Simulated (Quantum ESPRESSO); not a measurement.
# WS2 in Quantum ESPRESSO: single point with PBEsol

Aim: the single point of WS2 with PBEsol.

Program: Quantum ESPRESSO 7.5. These are calculated values, not measurements. Logs are shortened: lines on timing, memory, paths and dates and some standing lists are left out, and cuts for length are marked.

## Step 1: The structure

The cell holds a slab with vacuum, 3 atoms: a = 3.184 Å, b = 3.184 Å, c = 16.951 Å, α = 90.00°, β = 90.00°, γ = 120.00°.

## Step 2: Single point, PBEsol

run.py reads:

```python
import numpy as np
from ase.calculators.espresso import Espresso, EspressoProfile
import spglib
from ase import Atoms
from ase.io import read

atoms = read('WS2.cif')
cell, pos, num = spglib.standardize_cell((atoms.cell[:], atoms.get_scaled_positions(), atoms.numbers), to_primitive=True, symprec=1e-4)
atoms = Atoms(numbers=num, cell=cell, scaled_positions=pos, pbc=True)

input_data = {
    'control': {'calculation': 'scf', 'prefix': 'pwscf', 'outdir': './tmp', 'tprnfor': True, 'tstress': True, 'disk_io': 'nowf'},
    'system': {'ecutwfc': 56.0, 'ecutrho': 448.0, 'nbnd': 20, 'occupations': 'smearing', 'smearing': 'fd', 'degauss': 0.00367493},
    'electrons': {'conv_thr': 6e-10, 'electron_maxstep': 120, 'mixing_beta': 0.5},
}
pseudopotentials = {'W': 'w_pbesol_v1.2.uspp.F.UPF', 'S': 's_pbesol_v1.4.uspp.F.UPF'}
profile = EspressoProfile(command='mpirun -n 2 pw.x -nk 2', pseudo_dir='pseudo')
dft = Espresso(profile=profile, input_data=input_data, pseudopotentials=pseudopotentials, kpts=(10, 10, 2), koffset=(0, 0, 0))
atoms.calc = dft

print(f'energy {atoms.get_potential_energy():.8f} eV')
print('forces (eV/A)')
print(np.round(atoms.get_forces(), 6))
print('stress (eV/A^3, Voigt)')
print(np.round(atoms.get_stress(), 8))
print(f'Fermi level {dft.get_fermi_level():.4f} eV')
```

WS2.cif reads:

```cif
data_WS2
_cell_length_a 3.18351636
_cell_length_b 3.18351636
_cell_length_c 16.95057789
_cell_angle_alpha 90.00000000
_cell_angle_beta 90.00000000
_cell_angle_gamma 120.00000000
_space_group_name_H-M_alt 'P-6m2'
_space_group_name_Hall 'P -6 2'
_space_group_IT_number 187
loop_
_space_group_symop_operation_xyz
'x,y,z'
'-x+y,-x,-z'
'-y,x-y,z'
'x,y,-z'
'-x+y,-x,z'
'-y,x-y,-z'
'-y,-x,-z'
'x,x-y,z'
'-x+y,y,-z'
'-y,-x,z'
'x,x-y,-z'
'-x+y,y,z'
loop_
_atom_site_label
_atom_site_type_symbol
_atom_site_symmetry_multiplicity
_atom_site_Wyckoff_symbol
_atom_site_fract_x
_atom_site_fract_y
_atom_site_fract_z
_atom_site_occupancy
W1 W 1 a 0.0000000000 0.0000000000 0.0000000000 1
S1 S 2 h 0.3333333333 0.6666666667 0.0920005100 1
```

Potentials or basis: GBRV 1.5 PBEsol.

Started as:

```console
OMP_NUM_THREADS=1 python run.py
```

The program printed:

```text
energy -2819.96885042 eV
forces (eV/A)
[[ 0.        0.        0.      ]
 [ 0.        0.       -0.097178]
 [ 0.       -0.        0.097178]]
stress (eV/A^3, Voigt)
[ 0.0083938   0.0083938   0.00205759  0.         -0.         -0.        ]
Fermi level 1.2071 eV
```

espresso.pwi:

```text
&CONTROL
   calculation      = 'scf'
   tstress          = .true.
   tprnfor          = .true.
   outdir           = './tmp'
   prefix           = 'pwscf'
   disk_io          = 'nowf'
   pseudo_dir       = 'pseudo'
/
&SYSTEM
   nbnd             = 20
   ecutwfc          = 56.0
   ecutrho          = 448.0
   occupations      = 'smearing'
   degauss          = 0.00367493
   smearing         = 'fd'
   ntyp             = 2
   nat              = 3
   ibrav            = 0
/
&ELECTRONS
   electron_maxstep = 120
   conv_thr         = 6e-10
   mixing_beta      = 0.5
/
&IONS
/
&CELL
/
&FCP
/
&RISM
/
ATOMIC_SPECIES
W 183.84 w_pbesol_v1.2.uspp.F.UPF
S 32.06 s_pbesol_v1.4.uspp.F.UPF

K_POINTS automatic
10 10 2  0 0 0

CELL_PARAMETERS angstrom
3.18351636000000 0.00000000000000 0.00000000000000
-1.59175818000000 2.75700604112337 0.00000000000000
0.00000000000000 0.00000000000000 16.95057789000000

ATOMIC_POSITIONS angstrom
W 0.0000000000 0.0000000000 0.0000000000  
S -0.0000000000 1.8380040274 1.5594618107  
S -0.0000000000 1.8380040274 15.3911160793
```

espresso.pwo:

```text
This program is part of the open-source Quantum ESPRESSO suite
     for quantum simulation of materials; please cite
         "P. Giannozzi et al., J. Phys.:Condens. Matter 21 395502 (2009);
         "P. Giannozzi et al., J. Phys.:Condens. Matter 29 465901 (2017);
         "P. Giannozzi et al., J. Chem. Phys. 152 154105 (2020);
     in publications or presentations arising from this work. More details at

Warning: card &CELL ignored
Warning: card &FCP ignored
Warning: card &RISM ignored

     Message from routine setup:
     using ibrav=0 with symmetry is DISCOURAGED, use correct ibrav instead

     K-points division:     npool     =       2
     Subspace diagonalization in iterative solution of the eigenvalue problem:
     a serial algorithm will be used

     G-vector sticks info
     --------------------
     sticks:   dense  smooth     PW     G-vecs:    dense   smooth      PW
     Sum        1123     559    163               160949    56955    9137

     Using Slab Decomposition

     bravais-lattice index     =            0
     lattice parameter (alat)  =       6.0160  a.u.
     unit-cell volume          =    1003.9820 (a.u.)^3
     number of atoms/cell      =            3
     number of atomic types    =            2
     number of electrons       =        26.00
     number of Kohn-Sham states=           20
     kinetic-energy cutoff     =      56.0000  Ry
     charge density cutoff     =     448.0000  Ry
     scf convergence threshold =      6.0E-10
     mixing beta               =       0.5000
     number of iterations used =            8  plain     mixing
     Exchange-correlation= SLA  PW   PSX  PSC
                           (   1   4  10   8   0   0   0)

     celldm(1)=   6.015974  celldm(2)=   0.000000  celldm(3)=   0.000000
     celldm(4)=   0.000000  celldm(5)=   0.000000  celldm(6)=   0.000000

     crystal axes: (cart. coord. in units of alat)
               a(1) = (   1.000000   0.000000   0.000000 )
               a(2) = (  -0.500000   0.866025   0.000000 )
               a(3) = (   0.000000   0.000000   5.324483 )

     reciprocal axes: (cart. coord. in units 2 pi/alat)
               b(1) = (  1.000000  0.577350 -0.000000 )
               b(2) = (  0.000000  1.154701  0.000000 )
               b(3) = (  0.000000 -0.000000  0.187812 )

     PseudoPot. # 1 for W  read from file:
     w_pbesol_v1.2.uspp.F.UPF
     Pseudo is Ultrasoft + core correction, Zval = 14.0
     Generated by new atomic code, or converted to UPF format
     Using radial grid of  923 points,  8 beta functions with:
                l(1) =   0
                l(2) =   0
                l(3) =   0
                l(4) =   1
                l(5) =   1
                l(6) =   2
                l(7) =   2
                l(8) =   3
     Q(r) pseudized with  6 coefficients,  rinner =    1.350   1.350   1.350
                                                       1.350   1.350   1.350
                                                       1.350

     PseudoPot. # 2 for S  read from file:
     s_pbesol_v1.4.uspp.F.UPF
     Pseudo is Ultrasoft + core correction, Zval =  6.0
     Generated by new atomic code, or converted to UPF format
     Using radial grid of  907 points,  6 beta functions with:
                l(1) =   0
                l(2) =   0
                l(3) =   1
                l(4) =   1
                l(5) =   2
                l(6) =   2
     Q(r) pseudized with  8 coefficients,  rinner =    1.300   1.300   1.300
                                                       1.300   1.300

     atomic species   valence    mass     pseudopotential
     W                14.00   183.84000     W ( 1.00)
     S                 6.00    32.06000     S ( 1.00)

     12 Sym. Ops. (no inversion) found

   Cartesian axes

     site n.     atom                  positions (alat units)
         1        W      tau(   1) = (   0.0000000   0.0000000   0.0000000  )
         2        S      tau(   2) = (  -0.0000000   0.5773503   0.4898551  )
         3        S      tau(   3) = (  -0.0000000   0.5773503   4.8346276  )

     number of k points=    28  Fermi-Dirac smearing, width (Ry)=  0.0037
                       cart. coord. in units 2pi/alat
        k(    1) = (   0.0000000   0.0000000   0.0000000), wk =   0.0100000
        k(    2) = (   0.0000000   0.0000000  -0.0939058), wk =   0.0100000
        k(    3) = (   0.0000000   0.1154701   0.0000000), wk =   0.0600000
        k(    4) = (   0.0000000   0.1154701  -0.0939058), wk =   0.0600000
        k(    5) = (   0.0000000   0.2309401   0.0000000), wk =   0.0600000
        k(    6) = (   0.0000000   0.2309401  -0.0939058), wk =   0.0600000
[... 20 lines left out ...]
        k(   27) = (   0.3000000   0.5196152   0.0000000), wk =   0.0600000
        k(   28) = (   0.3000000   0.5196152  -0.0939058), wk =   0.0600000

     Dense  grid:   160949 G-vectors     FFT dimensions: (  45,  45, 216)

     Smooth grid:    56955 G-vectors     FFT dimensions: (  30,  30, 160)

     Initial potential from superposition of free atoms

     starting charge      25.8996, renormalised to      26.0000

     negative rho (up, down):  6.120E-02 0.000E+00
     Starting wfcs are   21 randomized atomic wfcs

     Self-consistent Calculation

     iteration #  1     ecut=    56.00 Ry     beta= 0.50
     Davidson diagonalization with overlap
     ethr =  1.00E-02,  avg # of iterations =  6.4

     Threshold (ethr) on eigenvalues was too large:
     Diagonalizing with lowered threshold

     Davidson diagonalization with overlap
     ethr =  3.07E-04,  avg # of iterations =  4.3

     negative rho (up, down):  6.317E-02 0.000E+00

     total energy              =    -207.24700396 Ry
     estimated scf accuracy    <       0.09348469 Ry

     iteration #  2     ecut=    56.00 Ry     beta= 0.50
     Davidson diagonalization with overlap
     ethr =  3.60E-04,  avg # of iterations =  2.6

     negative rho (up, down):  6.484E-02 0.000E+00

     total energy              =    -207.25815098 Ry
     estimated scf accuracy    <       0.01700232 Ry

     iteration #  3     ecut=    56.00 Ry     beta= 0.50
     Davidson diagonalization with overlap
     ethr =  6.54E-05,  avg # of iterations =  7.0
[... 60 lines left out ...]
     iteration # 10     ecut=    56.00 Ry     beta= 0.50
     Davidson diagonalization with overlap
     ethr =  2.15E-11,  avg # of iterations =  2.3

     negative rho (up, down):  6.622E-02 0.000E+00

     total energy              =    -207.26390575 Ry
     estimated scf accuracy    <          6.6E-10 Ry

     iteration # 11     ecut=    56.00 Ry     beta= 0.50
     Davidson diagonalization with overlap
     ethr =  2.52E-12,  avg # of iterations =  3.9

     negative rho (up, down):  6.622E-02 0.000E+00

     End of self-consistent calculation

          k = 0.0000 0.0000 0.0000 (  7067 PWs)   bands (ev):

   -73.7365 -37.9825 -37.8267 -37.8267 -14.5316 -12.8403  -6.1250  -2.6624
    -2.6624  -1.8196  -1.4062  -1.4062   0.2381   3.1296   3.1296   3.3310
     3.3310   5.2078   5.7389   5.8324

          k = 0.0000 0.0000-0.0939 (  7120 PWs)   bands (ev):

   -73.7365 -37.9825 -37.8267 -37.8267 -14.5316 -12.8403  -6.1250  -2.6624
    -2.6624  -1.8196  -1.4062  -1.4062   0.2381   3.1296   3.1296   3.3310
     3.3310   5.2560   5.5349   6.0101

          k = 0.0000 0.1155 0.0000 (  7097 PWs)   bands (ev):

   -73.7349 -37.9766 -37.8594 -37.8343 -14.3662 -12.7810  -5.9303  -3.0780
    -2.5004  -2.3873  -1.6583  -1.1250   0.1422   2.9567   3.0009   3.1834
     3.4332   5.6147   6.0273   6.2546
[... 31 lines left out ...]
          k = 0.0000 0.4619 0.0000 (  7116 PWs)   bands (ev):

   -73.7213 -38.1297 -37.9264 -37.8982 -12.6569 -12.1905  -5.9910  -4.6651
    -4.1777  -3.0769  -1.7635  -1.1621  -0.9046   2.9319   3.1775   4.1475
     4.9234   6.1151   7.7082   7.8205

          k = 0.0000 0.4619-0.0939 (  7126 PWs)   bands (ev):

   -73.7213 -38.1297 -37.9264 -37.8982 -12.6569 -12.1905  -5.9910  -4.6651
    -4.1777  -3.0769  -1.7635  -1.1621  -0.9046   2.9319   3.1775   4.1475
     4.9234   6.1152   7.7007   7.8391

          k = 0.0000-0.5774 0.0000 (  7136 PWs)   bands (ev):

   -73.7197 -38.1608 -37.9204 -37.9057 -12.3904 -12.1065  -6.2816  -4.9095
    -4.1902  -3.2012  -1.8362  -1.0341  -0.6857   3.0747   3.5404   4.2754
     5.0125   5.2766   7.8146   8.1265

          k = 0.0000-0.5774-0.0939 (  7120 PWs)   bands (ev):

   -73.7197 -38.1608 -37.9204 -37.9057 -12.3904 -12.1065  -6.2816  -4.9095
    -4.1902  -3.2012  -1.8362  -1.0341  -0.6857   3.0747   3.5404   4.2754
     5.0125   5.2766   7.8143   8.1275

          k = 0.1000 0.1732 0.0000 (  7089 PWs)   bands (ev):

   -73.7320 -37.9659 -37.9159 -37.8504 -14.0533 -12.6690  -5.5790  -3.6970
    -2.8977  -2.2583  -2.2323  -0.9754  -0.1218   2.6036   2.9307   2.9647
     3.9755   6.0643   6.4046   7.0864

          k = 0.1000 0.1732-0.0939 (  7098 PWs)   bands (ev):

   -73.7320 -37.9659 -37.9159 -37.8504 -14.0533 -12.6690  -5.5790  -3.6970
    -2.8977  -2.2583  -2.2323  -0.9754  -0.1218   2.6037   2.9307   2.9647
     3.9755   6.1206   6.2788   7.4481

          k = 0.1000 0.2887 0.0000 (  7089 PWs)   bands (ev):
[... 71 lines left out ...]
          k = 0.3000 0.5196 0.0000 (  7127 PWs)   bands (ev):

   -73.7179 -38.0921 -38.0206 -37.9138 -12.1231 -11.9625  -5.4823  -5.3146
    -4.0709  -3.5908  -3.0729  -1.9863   0.0753   2.2219   3.6429   4.1397
     5.6881   6.7833   7.5686   9.3952

          k = 0.3000 0.5196-0.0939 (  7148 PWs)   bands (ev):

   -73.7179 -38.0921 -38.0206 -37.9138 -12.1231 -11.9625  -5.4823  -5.3146
    -4.0709  -3.5908  -3.0729  -1.9863   0.0753   2.2219   3.6429   4.1397
     5.6881   6.7834   7.5686   9.3917

     the Fermi energy is     1.2071 ev

!    total energy              =    -207.26390575 Ry
     estimated scf accuracy    <          2.4E-10 Ry
     smearing contrib. (-TS)   =      -0.00000000 Ry
     internal energy E=F+TS    =    -207.26390575 Ry

     The total energy is F=E-TS. E is the sum of the following terms:
     one-electron contribution =    -863.37508486 Ry
     hartree contribution      =     432.18535942 Ry
     xc contribution           =     -57.78631776 Ry
     ewald contribution        =     281.71213745 Ry

     convergence has been achieved in  11 iterations

     negative rho (up, down):  6.622E-02 0.000E+00

     Forces acting on atoms (cartesian axes, Ry/au):

     atom    1 type  1   force =     0.00000000    0.00000000    0.00000000
     atom    2 type  2   force =     0.00000000    0.00000000   -0.00377962
     atom    3 type  2   force =     0.00000000   -0.00000000    0.00377962

     Total force =     0.005345     Total SCF correction =     0.000049

     Computing stress (Cartesian axis) and pressure

     negative rho (up, down):  6.622E-02 0.000E+00
          total   stress  (Ry/bohr**3)                   (kbar)     P=      -10.06
  -0.00009142   0.00000000   0.00000000          -13.45        0.00        0.00
   0.00000000  -0.00009142  -0.00000000            0.00      -13.45       -0.00
   0.00000000   0.00000000  -0.00002241            0.00        0.00       -3.30

=------------------------------------------------------------------------------=
   JOB DONE.
=------------------------------------------------------------------------------=
```

Run time: 1.9 min. Hardware: 2 MPI ranks of Intel Xeon at 2.70GHz, shared host; peak memory 1.3 GiB.

Results:

| Item | Value |
| --- | --- |
| Free energy | -2819.9691 eV |
| Largest force | 0.097 eV/Å |
| Band gap on the k mesh | 1.98 eV, indirect (least direct gap 2.15 eV) |

Forces on the atoms (eV/Å):
```
W    0.000  0.000  0.000
S    0.000  0.000 -0.097
S    0.000  0.000  0.097
```

Levels at points of the mesh, in eV from the valence-band top:
```tsv
k point	band 9	band 10	band 11	band 12	band 13	band 14	band 15	band 16	band 17	band 18
(0.00, 0.00, 0.00)	-2.90	-2.06	-1.64	-1.64	0.00	2.89	2.89	3.09	3.09	4.97
(0.00, 0.00, -0.50)	-2.90	-2.06	-1.64	-1.64	0.00	2.89	2.89	3.09	3.09	5.02
(0.00, -0.50, 0.00)	-4.43	-3.44	-2.07	-1.27	-0.92	2.84	3.30	4.04	4.77	5.04
(0.00, -0.50, -0.50)	-4.43	-3.44	-2.07	-1.27	-0.92	2.84	3.30	4.04	4.77	5.04
```

Caveat: spin-orbit coupling is left out, which moves the levels of the heavy elements. As with any semilocal functional, this PBEsol gap is likely too small.

## Step 3: The reference run

An earlier run on the cell as given: functional PBEsol; potentials or basis GBRV 1.5 PBEsol; cutoff 762 eV; density cutoff 6095 eV; k mesh 10 × 10 × 2; occupations fermi-dirac, width 0.05 eV; no spin polarisation.

* Largest force: 0.097 eV/Å
* Band gap on the k mesh: 1.98 eV, indirect (least direct gap 2.15 eV)
